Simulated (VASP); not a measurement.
# Pt (Fm-3m) in VASP: notebook

One crystal, Pt, is run at these levels: PBE; tasks: single point.

Program: VASP 6.6.1. These are calculated values, not measurements. Logs are shortened: lines on timing, memory, paths and dates and some standing lists are left out, and cuts for length are marked.

**1. Starting point**

The structure is cubic, space group Fm-3m (No. 225). The conventional cell has a = 3.922 Å, b = 3.922 Å, c = 3.922 Å, α = 90.00°, β = 90.00°, γ = 90.00°. Pt (site symmetry m-3m) has 12 Pt at 2.77 Å as nearest neighbours.

**2. Single point, PBE**

INCAR reads:

```
SYSTEM = Pt
  PREC = Accurate
  ENCUT = 520
  EDIFF = 1E-7
  ISMEAR = 0
  SIGMA = 0.1
  LREAL = .False.
  LASPH = .True.
  NELM = 60
  ALGO = Normal
  ISIF = 2
  LWAVE = .False.
  LCHARG = .False.
  GGA = PE
```

KPOINTS reads:

```
regular mesh
0
Gamma
  12 12 12
  0 0 0
```

POSCAR reads:

```
Pt
1.0
    0.0000000000      1.9609000000      1.9609000000
    1.9609000000      0.0000000000      1.9609000000
    1.9609000000      1.9609000000      0.0000000000
Pt
1
Direct
    0.0000000000      0.0000000000      0.0000000000
```

Potentials or basis: VASP PAW PBE potentials, release 64 (Pt).

Command:

```bash
$ cat potpaw_PBE.64/Pt/POTCAR > POTCAR
$ mpirun -np 1 vasp_std > vasp.out
```

OUTCAR:

```text
SYSTEM = Pt
   PREC = Accurate
   ENCUT = 520
   EDIFF = 1E-7
   ISMEAR = 0
   LREAL = .False.
   LASPH = .True.
   NELM = 60
   ISIF = 2
   GGA = PE

 ion  position               nearest neighbor table
   1  0.000  0.000  0.000-

  LATTYP: Found a face centered cubic cell.
 ALAT       =     3.9218000000

  Lattice vectors:

 A1 = (   0.0000000000,   1.9609000000,   1.9609000000)
 A2 = (   1.9609000000,   0.0000000000,   1.9609000000)
 A3 = (   1.9609000000,   1.9609000000,   0.0000000000)

Analysis of symmetry for initial positions (statically):
=====================================================================
 Subroutine PRICEL returns:
 Original cell was already a primitive cell.

 Routine SETGRP: Setting up the symmetry group for a
 face centered cubic supercell.

 Subroutine GETGRP returns: Found 48 space group operations
 (whereof 48 operations were pure point group operations)
 out of a pool of 48 trial point group operations.

The static configuration has the point symmetry O_h .

Analysis of symmetry for dynamics (positions and initial velocities):
=====================================================================
 Subroutine PRICEL returns:
 Original cell was already a primitive cell.

 Routine SETGRP: Setting up the symmetry group for a
 face centered cubic supercell.

 Subroutine GETGRP returns: Found 48 space group operations
 (whereof 48 operations were pure point group operations)
 out of a pool of 48 trial point group operations.

The dynamic configuration has the point symmetry O_h .

 Subroutine INISYM returns: Found 48 space group operations
 (whereof 48 operations are pure point group operations),
 and found     1 'primitive' translations

----------------------------------------------------------------------------------------

                                     Primitive cell

  volume of cell :      15.0798

  direct lattice vectors                    reciprocal lattice vectors
     0.000000000  1.960900000  1.960900000    -0.254984956  0.254984956  0.254984956
     1.960900000  0.000000000  1.960900000     0.254984956 -0.254984956  0.254984956
     1.960900000  1.960900000  0.000000000     0.254984956  0.254984956 -0.254984956

  length of vectors
     2.773131374  2.773131374  2.773131374     0.441646899  0.441646899  0.441646899

  position of ions in fractional coordinates (direct lattice)
     0.000000000  0.000000000  0.000000000

  ion indices of the primitive-cell ions
   primitive index   ion index
                 1           1

----------------------------------------------------------------------------------------

 KPOINTS: regular mesh

Automatic generation of k-mesh.
 Grid dimensions read from file:
 generate k-points for:   12   12   12

 Generating k-lattice:

  Cartesian coordinates                     Fractional coordinates (reciprocal lattice)
    -0.021248746  0.021248746  0.021248746     0.083333333  0.000000000  0.000000000
     0.021248746 -0.021248746  0.021248746     0.000000000  0.083333333  0.000000000
     0.021248746  0.021248746 -0.021248746     0.000000000  0.000000000  0.083333333

  Length of vectors
     0.036803908  0.036803908  0.036803908

  Shift w.r.t. Gamma in fractional coordinates (k-lattice)
     0.000000000  0.000000000  0.000000000

 Subroutine IBZKPT returns following result:
 ===========================================

 Found     72 irreducible k-points:

 Following reciprocal coordinates:
            Coordinates               Weight
  0.000000  0.000000  0.000000      1.000000
  0.083333  0.000000  0.000000      8.000000
  0.166667  0.000000  0.000000      8.000000
  0.250000  0.000000  0.000000      8.000000
  0.333333  0.000000  0.000000      8.000000
  0.416667  0.000000  0.000000      8.000000
[... 16 lines left out ...]
  0.500000  0.166667  0.000000     24.000000
 -0.416667  0.166667  0.000000     24.000000
 [... further k-points ...]
   k-points           NKPTS =     72   k-points in BZ     NKDIM =     72   number of bands    NBANDS=      9
   number of dos      NEDOS =    301   number of ions     NIONS =      1
   total plane-waves  NPLWV =  13824
   dimension x,y,z NGX =    24 NGY =   24 NGZ =   24
   dimension x,y,z NGXF=    48 NGYF=   48 NGZF=   48
   ions per type =               1
   NGX,Y,Z   is equivalent  to a cutoff of  14.39, 14.39, 14.39 a.u.
   NGXF,Y,Z  is equivalent  to a cutoff of  28.78, 28.78, 28.78 a.u.
 SYSTEM =  Pt
   PREC   = accura    normal or accurate (medium, high low for compatibility)
   ISTART =      0    job   : 0-new  1-cont  2-samecut
   ICHARG =      2    charge: 1-file 2-atom 10-const
   ISPIN  =      1    spin polarized calculation?
   LNONCOLLINEAR =      F non collinear calculations
   LSORBIT =      F    spin-orbit coupling
   LASPH  =      T    aspherical Exc in radial PAW
   ENCUT  =  520.0 eV  38.22 Ry    6.18 a.u.   5.16  5.16  5.16*2*pi/ulx,y,z
   NELM   =     60;   NELMIN=  2; NELMDL= -5     # of ELM steps
   EDIFF  = 0.1E-06   stopping-criterion for ELM
   LREAL  =      F    real-space projection
   EDIFFG = 0.1E-05   stopping-criterion for IOM
   NSW    =      0    number of steps for IOM
   IBRION =     -1    ionic relax: 0-MD 1-quasi-New 2-CG
   NFREE  =      0    steps in history (QN), initial steepest desc. (CG)
   ISIF   =      2    stress and relaxation
   ISYM   =      2    0-nonsym 1-usesym 2-fastsym
   POTIM  = 0.5000    time-step for ionic-motion
   TEBEG  =    0.0;   TEEND  =   0.0 temperature during run
   PSTRESS=    0.0 pullay stress
   NELECT =      10.0000    total number of electrons
   NUPDOWN=      -1.0000    fix difference up-down
   EMIN   =  10.00;   EMAX   =-10.00  energy-range for DOS
   EFERMI =   0.00;   METHOD = LEGACY
   ISMEAR =     0;   SIGMA  =   0.10  broadening in eV -4-tet -1-fermi 0-gaus
   EFERMI_NEDOS =   21; number of points for ismear=-14 and -15
   IALGO  =     38    algorithm
   IMIX   =      4    mixing-type and parameters
     AMIX     =   0.40;   BMIX     =  1.00
     AMIX_MAG =   1.60;   BMIX_MAG =  1.00
  volume/ion in A,a.u.               =      15.08       101.76
  Fermi-wavevector in a.u.,A,eV,Ry     =   1.427609  2.697791 27.729605  2.038068
  Thomas-Fermi vector in A             =   2.547760
   LORBIT       =      0    0 simple, 1 ext, 2 COOP (PROOUT), +10 PAW based schemes
   GGA     = PE    functional components
   LHFCALC =     F    Hartree Fock is set to
   AEXX    =    0.0000 exact exchange contribution
   IVDW    =     0    specifies the selected vdW correction
   LEPSILON=     F    determine dielectric tensor
   LRPA    =     F    only Hartree local field effects (RPA)
 non-spin polarized calculation
 Gauss-broadening in eV      SIGMA  =   0.10
  energy-cutoff  :      520.00
  volume of cell :       15.08
 maximum number of plane-waves:       419
 NGX is ok and might be reduce to    24
   NGX = 11   NGY = 11   NGZ = 11

 number of electron      10.0000000 magnetization

 Free energy of the ion-electron system (eV)
  ---------------------------------------------------
  ext. energy  EPLUGINS =         0.00000000
  ---------------------------------------------------
  free energy    TOTEN  =        -6.08988904 eV

  energy without entropy =       -6.07940585  energy(sigma->0) =       -6.08464745

 E-fermi :  11.2905     XC(G=0): -13.4891

 val. band max:       11.2877846241   @ k =  -0.4167   0.3333   0.0833
 cond. band min:      11.2906782255   @ k =  -0.4167   0.4167   0.1667
 fundamental gap:      0.0028936014
 Fermi energy:        11.2904516760

 k-point     1 :       0.0000    0.0000    0.0000
  band No.  band energies     occupation
      1       1.0490      2.00000
      2       7.4867      2.00000
      3       7.4867      2.00000
      4       7.4867      2.00000
      5       9.6437      2.00000
      6       9.6437      2.00000
      7      25.9049      0.00000
      8      30.8723      0.00000
      9      30.8723      0.00000

 k-point     2 :       0.0833    0.0000    0.0000
  band No.  band energies     occupation
      1       1.3267      2.00000
      2       7.3659      2.00000
      3       7.5946      2.00000
      4       7.5946      2.00000
      5       9.5856      2.00000
      6       9.5856      2.00000
      7      26.3316      0.00000
      8      29.5460      0.00000
      9      31.2999      0.00000

 k-point     3 :       0.1667    0.0000    0.0000
  band No.  band energies     occupation
      1       2.0969      2.00000
      2       7.1244      2.00000
      3       7.8141      2.00000
      4       7.8141      2.00000
      5       9.5386      2.00000
      6       9.5386      2.00000
      7      27.1742      0.00000
      8      27.3343      0.00000
      9      32.4896      0.00000

 k-point     4 :       0.2500    0.0000    0.0000
  band No.  band energies     occupation
      1       3.0966      2.00000
      2       7.1346      2.00000
      3       7.8596      2.00000
      4       7.8596      2.00000
      5       9.8207      2.00000
      6       9.8207      2.00000
      7      24.5771      0.00000
      8      27.6467      0.00000
      9      33.9229      0.00000

 k-point     5 :       0.3333    0.0000    0.0000
  band No.  band energies     occupation
      1       3.7714      2.00000
      2       7.6823      2.00000
      3       7.6823      2.00000
      4       7.9897      2.00000
      5      10.4487      2.00000
      6      10.4487      2.00000
      7      21.5967      0.00000
      8      26.6807      0.00000
      9      32.6545      0.00000

 k-point     6 :       0.4167    0.0000    0.0000
  band No.  band energies     occupation
      1       3.9386      2.00000
      2       7.4947      2.00000
      3       7.4947      2.00000
      4       9.6776      2.00000
      5      11.0628      1.99871
      6      11.0628      1.99871
      7      18.6458      0.00000
      8      25.7841      0.00000
      9      30.9053      0.00000
[... 169 lines left out ...]
 k-point    21 :       0.3333    0.1667    0.0000
  band No.  band energies     occupation
      1       4.1770      2.00000
      2       6.2960      2.00000
      3       7.5890      2.00000
      4       8.5684      2.00000
      5      10.2111      2.00000
      6      10.7541      2.00000
      7      24.1202      0.00000
      8      28.3377      0.00000
      9      29.2202      0.00000

 k-point    22 :       0.4167    0.1667    0.0000
  band No.  band energies     occupation
      1       4.6191      2.00000
      2       6.8185      2.00000
      3       7.3538      2.00000
      4       8.3856      2.00000
      5      11.2517      1.41629
      6      11.8093      0.00000
      7      20.7244      0.00000
      8      27.2297      0.00000
      9      28.6221      0.00000

 k-point    23 :       0.5000    0.1667    0.0000
  band No.  band energies     occupation
      1       4.7039      2.00000
      2       6.8305      2.00000
      3       8.0796      2.00000
      4       8.1947      2.00000
      5      11.3795      0.20816
      6      13.7454      0.00000
      7      17.7375      0.00000
      8      26.4690      0.00000
      9      28.6972      0.00000

 k-point    24 :      -0.4167    0.1667    0.0000
  band No.  band energies     occupation
      1       4.7623      2.00000
      2       6.8443      2.00000
      3       8.1050      2.00000
      4       8.3940      2.00000
      5      10.9810      1.99999
      6      14.3046      0.00000
      7      17.3050      0.00000
      8      26.0857      0.00000
      9      28.1857      0.00000

 [... further k-points ...]

------------------------ aborting loop because EDIFF is reached ----------------------------------------

  FORCE on cell =-STRESS in cart. coord.  units (eV):
  Direction    XX          YY          ZZ          XY          YZ          ZX
  --------------------------------------------------------------------------------------
  -------------------------------------------------------------------------------------
  Total        0.9137179      0.9137179      0.9137179      0.0000000      0.0000000     -0.0000000
  in kB       97.0792425     97.0792425     97.0792425      0.0000000      0.0000000     -0.0000000
  external PRESSURE =      97.0792425 kB  Pullay stress =       0.0000000 kB

 VOLUME and BASIS-vectors are now :
 -----------------------------------------------------------------------------
  energy-cutoff  :      520.00
  volume of cell :       15.08
      direct lattice vectors                 reciprocal lattice vectors
     0.000000000  1.960900000  1.960900000    -0.254984956  0.254984956  0.254984956
     1.960900000  0.000000000  1.960900000     0.254984956 -0.254984956  0.254984956
     1.960900000  1.960900000  0.000000000     0.254984956  0.254984956 -0.254984956

 POSITION                                       TOTAL-FORCE (eV/Angst)
 -----------------------------------------------------------------------------------
      0.00000      0.00000      0.00000        -0.000000      0.000000      0.000000
 -----------------------------------------------------------------------------------
    total drift:                               -0.000000      0.000000      0.000000

  FREE ENERGIE OF THE ION-ELECTRON SYSTEM (eV)
  ---------------------------------------------------
  free  energy   TOTEN  =        -6.0898890417 eV

  energy  without entropy=       -6.0794058527  energy(sigma->0) =       -6.08464745
```

It used 8.8 s of CPU time on 1 thread of Intel(R) Xeon(R) Platinum 8559C (Emerald Rapids), with other jobs on the host, which was overloaded at the time.

Results:

```yaml
Free_energy: -6.0899 eV
Pressure: 9.7 GPa
Band_gap_on_the_k_mesh: none (metal or under the smearing width)
```

**3. Single point, PBE**

INCAR is that of step 2.

KPOINTS reads:

```
regular mesh
0
Gamma
  14 14 14
  0 0 0
```

POSCAR is that of step 2.

Potentials or basis: VASP PAW PBE potentials, release 64 (Pt).

Command:

```bash
$ cat potpaw_PBE.64/Pt/POTCAR > POTCAR
$ mpirun -np 1 vasp_std > vasp.out
```

OUTCAR:

```text
SYSTEM = Pt
   PREC = Accurate
   ENCUT = 520
   EDIFF = 1E-7
   ISMEAR = 0
   LREAL = .False.
   LASPH = .True.
   NELM = 60
   ISIF = 2
   GGA = PE

 ion  position               nearest neighbor table
   1  0.000  0.000  0.000-

  LATTYP: Found a face centered cubic cell.
 ALAT       =     3.9218000000

  Lattice vectors:

 A1 = (   0.0000000000,   1.9609000000,   1.9609000000)
 A2 = (   1.9609000000,   0.0000000000,   1.9609000000)
 A3 = (   1.9609000000,   1.9609000000,   0.0000000000)

Analysis of symmetry for initial positions (statically):
=====================================================================
 Subroutine PRICEL returns:
 Original cell was already a primitive cell.

 Routine SETGRP: Setting up the symmetry group for a
 face centered cubic supercell.

 Subroutine GETGRP returns: Found 48 space group operations
 (whereof 48 operations were pure point group operations)
 out of a pool of 48 trial point group operations.

The static configuration has the point symmetry O_h .

Analysis of symmetry for dynamics (positions and initial velocities):
[... 165 lines left out ...]

 k-point     1 :       0.0000    0.0000    0.0000
  band No.  band energies     occupation
      1       1.0492      2.00000
      2       7.4768      2.00000
      3       7.4768      2.00000
      4       7.4768      2.00000
      5       9.6341      2.00000
      6       9.6341      2.00000
      7      25.9047      0.00000
      8      30.8745      0.00000
      9      30.8745      0.00000
[... 265 lines left out ...]
 k-point    24 :       0.2857    0.1429    0.0000
  band No.  band energies     occupation
      1       3.5835      2.00000
      2       6.4094      2.00000
      3       7.8211      2.00000
      4       8.4024      2.00000
      5       9.5288      2.00000
      6      10.4033      2.00000
      7      25.5084      0.00000
      8      28.5998      0.00000
      9      30.1797      0.00000

 [... further k-points ...]

------------------------ aborting loop because EDIFF is reached ----------------------------------------

  FORCE on cell =-STRESS in cart. coord.  units (eV):
  Direction    XX          YY          ZZ          XY          YZ          ZX
  --------------------------------------------------------------------------------------
  -------------------------------------------------------------------------------------
  Total        0.8830269      0.8830269      0.8830269      0.0000000     -0.0000000      0.0000000
  in kB       93.8184369     93.8184369     93.8184369      0.0000000     -0.0000000      0.0000000
  external PRESSURE =      93.8184369 kB  Pullay stress =       0.0000000 kB

 VOLUME and BASIS-vectors are now :
 -----------------------------------------------------------------------------
  energy-cutoff  :      520.00
  volume of cell :       15.08
      direct lattice vectors                 reciprocal lattice vectors
     0.000000000  1.960900000  1.960900000    -0.254984956  0.254984956  0.254984956
     1.960900000  0.000000000  1.960900000     0.254984956 -0.254984956  0.254984956
     1.960900000  1.960900000  0.000000000     0.254984956  0.254984956 -0.254984956

 POSITION                                       TOTAL-FORCE (eV/Angst)
 -----------------------------------------------------------------------------------
      0.00000      0.00000      0.00000        -0.000000     -0.000000     -0.000000
 -----------------------------------------------------------------------------------
    total drift:                               -0.000000      0.000000      0.000000

  FREE ENERGIE OF THE ION-ELECTRON SYSTEM (eV)
  ---------------------------------------------------
  free  energy   TOTEN  =        -6.0943615521 eV

  energy  without entropy=       -6.0861557359  energy(sigma->0) =       -6.09025864
```

OSZICAR:

```text
N       E                     dE             d eps       ncg     rms          rms(c)
DAV:   1     0.379083131956E+02    0.37908E+02   -0.55402E+03  1936   0.104E+03
DAV:   2    -0.594279749978E+01   -0.43851E+02   -0.41675E+02  1988   0.188E+02
DAV:   3    -0.646837612135E+01   -0.52558E+00   -0.52234E+00  2204   0.201E+01
DAV:   4    -0.647029049663E+01   -0.19144E-02   -0.19143E-02  2178   0.127E+00
DAV:   5    -0.647030213669E+01   -0.11640E-04   -0.11638E-04  2061   0.917E-02    0.129E+01
DAV:   6    -0.613674593200E+01    0.33356E+00   -0.85519E-01  1914   0.846E+00    0.683E+00
DAV:   7    -0.609783635640E+01    0.38910E-01   -0.15752E-01  2017   0.354E+00    0.251E+00
DAV:   8    -0.609449031051E+01    0.33460E-02   -0.52139E-03  2012   0.713E-01    0.492E-01
DAV:   9    -0.609435762448E+01    0.13269E-03   -0.51193E-05  1972   0.763E-02    0.355E-02
DAV:  10    -0.609436162380E+01   -0.39993E-05   -0.19809E-06  2264   0.142E-02    0.265E-03
DAV:  11    -0.609436155206E+01    0.71741E-07   -0.28834E-08  1343   0.177E-03
   1 F= -.60943616E+01 E0= -.60902586E+01  d E =-.820582E-02
```

It used 11 s of CPU time on 1 thread of Intel(R) Xeon(R) Platinum 8559C (Emerald Rapids), with other jobs on the host, which was overloaded at the time.

Results:

- Free energy: -6.0944 eV
- Pressure: 9.4 GPa
- Band gap on the k mesh: none (metal or under the smearing width)

Levels at points of the mesh, in eV from the Fermi level:
```csv
k point,band 3,band 4,band 5,band 6,band 7,band 8
"(0.00, 0.00, 0.00)",-3.78,-3.78,-1.62,-1.62,14.65,19.62
"(0.50, 0.00, 0.00)",-3.84,-0.46,0.05,0.05,5.86,14.22
"(0.50, 0.50, 0.00)",0.02,0.51,0.51,1.80,8.90,11.41
```

Spin-orbit coupling is left out, which matters for the levels of Pt.
